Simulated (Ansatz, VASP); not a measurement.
## Two plane-wave programs on BN

File INCAR:

```
SYSTEM = BN
PREC = Accurate ; ENCUT = 520
EDIFF = 1E-6 ; ISMEAR = 0
SIGMA = 0.05 ; LREAL = .FALSE.
LASPH = .TRUE. ; NELM = 80
ALGO = Normal ; ISIF = 2
LWAVE = .FALSE. ; LCHARG = .FALSE.
GGA = PE ; IVDW = 12
NBANDS = 11
```

File KPOINTS:

```
regular mesh
0
G
  12 12 12
  0 0 0
```

The input POSCAR:

```
BN
1.0
    1.2511217832      0.7223354983      3.3729344033
   -1.2511217832      0.7223354983      3.3729344033
    0.0000000000     -1.4446709967      3.3729344033
B N
1 1
Direct
    0.9419670205      1.0284917861      1.0284917861
    0.3327618000      0.3327618000      0.3327618000
```

Input for Ansatz:

```yaml
crystal:
  lattice:
    - [1.2511217832, 0.7223354983, 3.3729344033]
    - [-1.2511217832, 0.7223354983, 3.3729344033]
    - [0.0, -1.4446709967, 3.3729344033]
  atoms:
    - { symbol: B, position: [0.9419670205, 1.0284917861, 1.0284917861] }
    - { symbol: "N", position: [0.3327618, 0.3327618, 0.3327618] }
basis:
  ecutwfc: 420
kpoints:
  mp_grid: { grid: [12, 12, 12] }
hamiltonian:
  xc: pbe
  dispersion: d3bj
scf:
  occupations: { method: gaussian, width: 0.05 }
output:
  forces: true
  stress: true
  eigenvalues: true
```

Change from the starting cell: all B atoms moved +0.125 Å, as atom 1 towards its neighbour atom 2 (N) at 1.445 Å.

Alike in both runs: task single point; functional PBE; dispersion D3(BJ); k mesh 12 × 12 × 12; occupations gaussian, width 0.05 eV; no spin polarisation.

|  | VASP | Ansatz |
| --- | --- | --- |
| version | VASP 6.6.1 | Ansatz 0.2.0 |
| potentials or method | VASP PAW PBE potentials, release 64 (B, N) | scalar-relativistic, plane waves, PAW |
| plane-wave cutoff (eV) | 520 | 420 |
| valence electrons in the cell | 8 | 8 |

VASP gave:

| Item | Value |
| --- | --- |
| gap on the k mesh at the Fermi level (eV) | 3.39 |
| least direct gap on the mesh (eV) | 4.27 |
| pressure (GPa) | 7.7 |
| largest component of the traceless stress (GPa) | 15.46 |
| rms of the force components (eV/Å) | 3.661 |

**Question.** Which values does Ansatz return?

**Answer.** gap on the k mesh at the Fermi level (eV): 3.39; least direct gap on the mesh (eV): 4.28; pressure (GPa): 7.8; largest component of the traceless stress (GPa): 15.47; rms of the force components (eV/Å): 3.670.

Atom by atom the forces differ by 0.009 eV/Å (rms over components).

Caveats: forces of over 1 eV/Å show positions far from the minimum, so gaps and moduli don't describe the material at rest. A k mesh can miss the band edges.
